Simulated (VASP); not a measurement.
Here is a VASP 6.6.1 calculation.

File INCAR:

```
SYSTEM = ZrS2
ALGO = Normal
EDIFF = 1E-6
EDIFFG = -0.01
ENCUT = 600
GGA = PS
IBRION = 2
ISIF = 3
ISMEAR = 0
LASPH = .True.
LCHARG = .False.
LREAL = .False.
LWAVE = .False.
NELM = 80
NSW = 90
PREC = Accurate
SIGMA = 0.03
```

File KPOINTS:

```
k-points
0
Gamma
  9 9 5
  0 0 0
```

POSCAR

```
ZrS2
1.0
    3.6913825498      0.0000000000      0.0000000000
   -1.8456912749      3.1968310632      0.0000000000
    0.0000000000      0.0000000000      6.0410770100
Zr S
1 2
Direct
    0.0000000000      0.0000000000      0.0000000000
    0.6666666700      0.3333333300      0.7620900300
    0.3333333300      0.6666666700      0.2379099700
```

Potentials or basis: VASP PAW PBE potentials, release 64 (Zr_sv, S).

Launch:

```sh
$ cat potpaw_PBE.64/Zr_sv/POTCAR potpaw_PBE.64/S/POTCAR > POTCAR
$ mpirun -np 1 vasp_std > vasp.out
```

(1) Estimate the space group after relaxing (to 0.05 Å).

(2) Predict the relaxed cell.

Results:

(1) P-3m1 (No. 164).

(2) a = 3.627 Å, b = 3.627 Å, c = 5.894 Å, α = 90.00°, β = 90.00°, γ = 120.00°.
